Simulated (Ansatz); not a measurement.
# Silicon, A15 under PBEsol: structure and ground-state energy

The plan for silicon in the A15 structure: relax it, then solve it on a dense k-mesh. Spin polarisation is left out. The k-meshes are 5×5×5 for the relaxation; 7×7×7 for the dense run.

Method: DFT PBEsol, plane waves (420 eV) with PAW, scalar-relativistic; PAW files made under PBE, frozen cores solved again for the functional, in Ansatz 0.2.0.

### 1 Starting point

Symmetry: Pm-3n, No. 223, cubic system. The conventional cell has a = 4.934 Å, b = 4.934 Å, c = 4.934 Å, α = 90.00°, β = 90.00°, γ = 90.00°. Around Si (site symmetry m-3) lie 12 Si at 2.76 Å. Si (site symmetry -4m2) is surrounded by 6 Si at 2.47 to 2.76 Å.

Structure file:

```
Si
1.0
     4.93412    0.00000    0.00000
     0.00000    4.93412    0.00000
     0.00000    0.00000    4.93412
Si
8
Direct
  0.00000 0.00000 0.00000
  0.50000 0.50000 0.50000
  0.25000 0.00000 0.50000
  0.75000 0.00000 0.50000
  0.50000 0.25000 0.00000
  0.50000 0.75000 0.00000
  0.00000 0.50000 0.25000
  0.00000 0.50000 0.75000
```

### 2 Relaxing cell and atoms

input.yaml

```yaml
crystal:
  lattice:
    - [4.9341184017, 0.0, 0.0]
    - [0.0, 4.9341184017, 0.0]
    - [0.0, 0.0, 4.9341184017]
  atoms:
    - { symbol: Si, position: [0.0, 0.0, 0.0] }
    - { symbol: Si, position: [0.5, 0.5, 0.5] }
    - { symbol: Si, position: [0.25, 0.0, 0.5] }
    - { symbol: Si, position: [0.75, 0.0, 0.5] }
    - { symbol: Si, position: [0.5, 0.25, 0.0] }
    - { symbol: Si, position: [0.5, 0.75, 0.0] }
    - { symbol: Si, position: [0.0, 0.5, 0.25] }
    - { symbol: Si, position: [0.0, 0.5, 0.75] }
hamiltonian:
  xc: pbesol
  pseudopotentials:
    kind: paw
    azcp:
      Si: "pseudopotentials/Si.paw.azcp"
basis:
  ecutwfc: 420
  fft_grid_basis: typed
kpoints:
  mp_grid: { grid: [5, 5, 5], shift: [0, 0, 0] }
magnetization:
  spin_polarized: false
scf:
  occupations: { method: fermi_dirac, width: 0.1 }
relax:
  max_steps: 60
  f_tol: 0.01
  cell: {}
```

Command:

```
ansatz run input.yaml --threads 4 --pin off --max-ram 8192MiB --backend cpu --events-out ev --progress --plain --runs-dir out
```

After this run come: The energy on a finer k-mesh.

Q: Predict the outcome of this session. Wanted: space group; conventional cell; volume; shortest distance; gap on the mesh; relative to diamond.

As calculated:

```
                      quantity                         value
space group (spins left aside)               Pm-3n (No. 223)
             conventional cell                   a = 4.868 Å
                        volume                14.417 Å³/atom
             shortest distance                       2.434 Å
               gap on the mesh  none (levels filled in part)
           relative to diamond                 +466 meV/atom
```

In words: From the guessed start the volume shrank by 4.0 % in 4 steps. It lies 466 meV/atom above the element's reference form at the same level (diamond, from a run of its own), so it is far from stable. No gap shows: it is a metal or semimetal at this level. Relaxation kept the symmetry; phonons were not checked.
